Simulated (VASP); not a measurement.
A run of VASP 6.6.1:

INCAR

```
ALGO = Normal ; EDIFF = 1E-6
ENCUT = 520 ; ISIF = 2
ISMEAR = 0 ; LASPH = True
LCHARG = False ; LREAL = False
LWAVE = False ; NBANDS = 15
NELM = 100 ; PREC = Accurate
SIGMA = 0.05
```

Contents of KPOINTS:

```
k-points
0
Gamma
  6 6 6
```

POSCAR

```
KBr
1.0
    4.0434990000      0.0303262425      0.0000000000
    0.0303262425      4.0434990000      0.0000000000
    0.0000000000      0.0000000000      4.0434990000
K Br
1 1
Direct
    0.0000000000      0.0000000000      0.0000000000
    0.5000000000      0.5000000000      0.5000000000
```

Potentials or basis: VASP PAW LDA potentials, release 64 (K_sv, Br).

Launch:

```sh
$ cat potpaw_LDA.64/K_sv/POTCAR potpaw_LDA.64/Br/POTCAR > POTCAR
$ mpirun -np 1 vasp_std > vasp.out
```

Hardware: 1 thread of Intel(R) Xeon(R) Platinum 8488C (Sapphire Rapids) (shared host).

Problem. How long does it take, and how much memory?

Solution. It took 25 s on 1 thread of Intel(R) Xeon(R) Platinum 8488C (Sapphire Rapids), with other jobs on the host, peak memory 0.17 GiB. Counts: scf iterations 12, k points 52.
